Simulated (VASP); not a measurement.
# AgCl (P4/mmm) in VASP: further runs, part 2 of 2

VASP 6.6.1. Earlier steps stand in the parts before.

### Step 3. Single point, LDA (strain -0.0300 x Voigt [0, 1, 0, 0, 0, 0], atoms carried along)

INCAR

```
SYSTEM = AgCl
ALGO = Fast
EDIFF = 1E-7
ENCUT = 520
GGA = CA
ISIF = 2
ISMEAR = 0
LASPH = .True.
LCHARG = .False.
LREAL = .False.
LWAVE = .False.
NBANDS = 16
NELM = 100
PREC = Accurate
SIGMA = 0.03
```

KPOINTS

```
k-points
0
Gamma
  10 10 10
  0 0 0
```

POSCAR

```
AgCl
1.0
    3.4339730000      0.0000000000      0.0000000000
    0.0000000000      3.3309538100      0.0000000000
    0.0000000000      0.0000000000      3.4339730000
Ag Cl
1 1
Direct
    0.0000000000      0.0000000000      0.0000000000
    0.5000000000      0.5000000000      0.5000000000
```

Potentials or basis: VASP PAW LDA potentials, release 64 (Ag, Cl).

Command:

```bash
cat potpaw_LDA.64/Ag/POTCAR potpaw_LDA.64/Cl/POTCAR > POTCAR
mpirun -np 1 vasp_std > vasp.out
```

OUTCAR:

```text
SYSTEM = AgCl
   EDIFF = 1E-7
   ENCUT = 520
   GGA = CA
   ISIF = 2
   ISMEAR = 0
   LASPH = .True.
   LREAL = .False.
   NELM = 100
   PREC = Accurate

 ion  position               nearest neighbor table
   1  0.000  0.000  0.000-   2 2.94   2 2.94   2 2.94   2 2.94   2 2.94   2 2.94   2 2.94   2 2.94

   2  0.500  0.500  0.500-   1 2.94   1 2.94   1 2.94   1 2.94   1 2.94   1 2.94   1 2.94   1 2.94

  LATTYP: Found a simple tetragonal cell.
 ALAT       =     3.4339730000
 C/A-ratio  =     0.9700000000

  Lattice vectors:

 A1 = (  -3.4339730000,   0.0000000000,   0.0000000000)
 A2 = (   0.0000000000,   0.0000000000,   3.4339730000)
 A3 = (   0.0000000000,   3.3309538100,   0.0000000000)

Analysis of symmetry for initial positions (statically):
=====================================================================
 Subroutine PRICEL returns:
 Original cell was already a primitive cell.

 Routine SETGRP: Setting up the symmetry group for a
 simple tetragonal supercell.

 Subroutine GETGRP returns: Found 16 space group operations
 (whereof 16 operations were pure point group operations)
 out of a pool of 16 trial point group operations.

The static configuration has the point symmetry D_4h.

Analysis of symmetry for dynamics (positions and initial velocities):
=====================================================================
 Subroutine PRICEL returns:
 Original cell was already a primitive cell.

 Routine SETGRP: Setting up the symmetry group for a
 simple tetragonal supercell.

 Subroutine GETGRP returns: Found 16 space group operations
 (whereof 16 operations were pure point group operations)
 out of a pool of 16 trial point group operations.

The dynamic configuration has the point symmetry D_4h.

 Subroutine INISYM returns: Found 16 space group operations
 (whereof 16 operations are pure point group operations),
 and found     1 'primitive' translations

----------------------------------------------------------------------------------------
[... 115 lines left out ...]
  Fermi-wavevector in a.u.,A,eV,Ry     =   1.262152  2.385121 21.674446  1.593027
  Thomas-Fermi vector in A             =   2.395574
   LORBIT       =      0    0 simple, 1 ext, 2 COOP (PROOUT), +10 PAW based schemes
   GGA     = CA    functional components
   LHFCALC =     F    Hartree Fock is set to
   AEXX    =    0.0000 exact exchange contribution
   IVDW    =     0    specifies the selected vdW correction
   LEPSILON=     F    determine dielectric tensor
   LRPA    =     F    only Hartree local field effects (RPA)
 non-spin polarized calculation
 RMM-DIIS sequential band-by-band and
 Gauss-broadening in eV      SIGMA  =   0.03
  energy-cutoff  :      520.00
  volume of cell :       39.28
 maximum number of plane-waves:      1080
 NGX is ok and might be reduce to    28
   NGX = 13   NGY = 13   NGZ = 13

 number of electron      18.0000003 magnetization

 Free energy of the ion-electron system (eV)
  ---------------------------------------------------
  ext. energy  EPLUGINS =         0.00000000
  ---------------------------------------------------
  free energy    TOTEN  =        -6.44779608 eV

  energy without entropy =       -6.44779608  energy(sigma->0) =       -6.44779608

 E-fermi :   4.2493     XC(G=0): -10.9868

 val. band max:        4.1111567775   @ k =   0.5000   0.0000   0.0000
 cond. band min:       4.3774662221   @ k =   0.0000   0.0000   0.0000
 fundamental gap:      0.2663094446
 Fermi energy:         4.2492616482

 k-point     1 :       0.0000    0.0000    0.0000
  band No.  band energies     occupation
      1     -10.6174      2.00000
      2       1.0787      2.00000
      3       1.1383      2.00000
      4       2.1133      2.00000
      5       2.1533      2.00000
      6       2.1533      2.00000
[... 433 lines left out ...]
      3       0.5997      2.00000
      4       1.4143      2.00000
      5       1.5141      2.00000
      6       1.9153      2.00000
[... 8 lines left out ...]
     15      18.1906      0.00000
     16      20.6833      0.00000

 [... further k-points ...]

------------------------ aborting loop because EDIFF is reached ----------------------------------------

  FORCE on cell =-STRESS in cart. coord.  units (eV):
  Direction    XX          YY          ZZ          XY          YZ          ZX
  --------------------------------------------------------------------------------------
  -------------------------------------------------------------------------------------
  Total       -1.7022857     -1.3389937     -1.7022857     -0.0000000      0.0000000      0.0000000
  in kB      -69.4353550    -54.6168626    -69.4353550     -0.0000000      0.0000000      0.0000000
  external PRESSURE =     -64.4958576 kB  Pullay stress =       0.0000000 kB

 VOLUME and BASIS-vectors are now :
 -----------------------------------------------------------------------------
  energy-cutoff  :      520.00
  volume of cell :       39.28
      direct lattice vectors                 reciprocal lattice vectors
     3.433973000  0.000000000  0.000000000     0.291207881  0.000000000  0.000000000
     0.000000000  3.330953810  0.000000000     0.000000000  0.300214310  0.000000000
     0.000000000  0.000000000  3.433973000     0.000000000  0.000000000  0.291207881

 POSITION                                       TOTAL-FORCE (eV/Angst)
 -----------------------------------------------------------------------------------
      0.00000      0.00000      0.00000         0.000000      0.000000      0.000000
      1.71699      1.66548      1.71699         0.000000      0.000000      0.000000
 -----------------------------------------------------------------------------------
    total drift:                               -0.000000      0.000000      0.000000

  FREE ENERGIE OF THE ION-ELECTRON SYSTEM (eV)
  ---------------------------------------------------
  free  energy   TOTEN  =        -6.4477960816 eV

  energy  without entropy=       -6.4477960816  energy(sigma->0) =       -6.44779608
```

Run time: 37 s. Hardware: 1 thread of Intel Xeon 6975P-C (Granite Rapids), shared host; peak memory 0.19 GiB.

What came out:

| Property | Result |
| --- | --- |
| Free energy | -6.4478 eV |
| Pressure | -6.4 GPa |
| Band gap on the k mesh | 0.27 eV, indirect (least direct gap 1.71 eV) |

Levels at points of the mesh, in eV from the valence-band top:
```csv
k point,band 7,band 8,band 9,band 10,band 11,band 12
"(0.00, 0.00, 0.00)",-1.76,-1.76,-1.45,0.27,9.11,9.32
"(0.50, 0.00, 0.00)",-1.62,-0.06,0.00,4.65,5.36,9.13
"(0.00, 0.50, 0.00)",-1.49,-0.08,-0.08,4.49,5.49,9.09
"(0.50, 0.50, 0.00)",-2.29,-1.63,-1.04,2.59,8.53,8.84
"(0.50, 0.00, 0.50)",-2.24,-1.67,-0.84,2.30,8.85,8.85
"(0.50, 0.50, 0.50)",-0.29,-0.22,-0.22,4.34,4.42,4.42
```
